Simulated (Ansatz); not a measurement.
Theory: Ansatz, DFT PBE, scalar-relativistic, plane waves, PAW. All cells share a 420 eV cutoff and Γ-centred k meshes spaced about 0.3 Å⁻¹ or finer (0.25 for metals, 2π included). No spin polarisation.

All energies are static (0 K, no zero-point motion).

Two relaxed structures of Al4N3:

A.

```xyz
7
Lattice="3.1127 0.0000 0.0000 -1.5563 2.6956 0.0000 0.0000 0.0000 9.8090" Properties=species:S:1:pos:R:3 pbc="T T T"
Al    0.0000    0.0000    4.8634
Al    0.0000    1.7971    7.4441
Al    0.0000    0.0000    9.6216
Al    0.0000    1.7971    2.3422
N     0.0000    1.7971    4.2486
N     0.0000    0.0000    6.7728
N     0.0000    0.0000    1.7362
```

B.

```xyz
7
Lattice="1.4509 0.8377 9.1782 -1.4509 0.8377 9.1782 0.0000 -1.6753 9.1782" Properties=species:S:1:pos:R:3 pbc="T T T"
Al    0.0000    0.0000   23.9958
Al    0.0000    0.0000    8.0030
Al    0.0000    0.0000    3.5389
Al    0.0000    0.0000   19.5317
N     0.0000    0.0000   16.0113
N     0.0000    0.0000   11.5234
N     0.0000    0.0000    0.0000
```

Question: Which would you expect to be lower, and how large is the difference?

Answer: A is lower, by 98 meV/atom. A has space group P3m1 (No. 156), 11.8 Å³/atom and no gap on its mesh; B has space group R-3m (No. 166), 9.6 Å³/atom and no gap. Counting N atoms around Al (those within 1.25 times the shortest such distance or 1.15 times the sum of covalent radii; a slash parts the counts of unlike sites), A has Al 1/3/4 and B has Al 3/6. The lower one is the more open, so pressure narrows the difference. Both come from trial cells of a structure search.

In P3m1, R-3m an odd number of electrons in the primitive cell allows no gap without spin; a larger cell or a magnetic state could open one. Trial moments fell under 0.15 μB along the way in P3m1 and R-3m; another start might hold them. With atoms moved at random, A came back. B had no clear such test and can be a saddle point.

Both structures are AlN slabs separated by aluminium-rich layers with direct Al–Al contacts. In A the nitride part is wurtzite-like, with tetrahedral Al and N; in B it is rock-salt-like, with octahedral Al inside the slab. The energy order therefore follows that of AlN itself, where the small, strongly polarising Al and partly covalent sp³ bonding favour fourfold coordination, while compression favours the denser sixfold form. This is probably the main source of A's advantage, although the Al–Al layers also differ and the total energies do not separate the two contributions.

With nitrogen counted as nitride, aluminium has more valence electrons than the anions can take up. The surplus probably occupies Al–Al bonding states of Al 3s and 3p character in the metal-rich layers, which would make the metallicity a consequence of stoichiometry rather than of either stacking. The comparison ranks only these two arrangements and does not show that either resists separation into wurtzite AlN and aluminium metal, the expected competing phases at this composition.
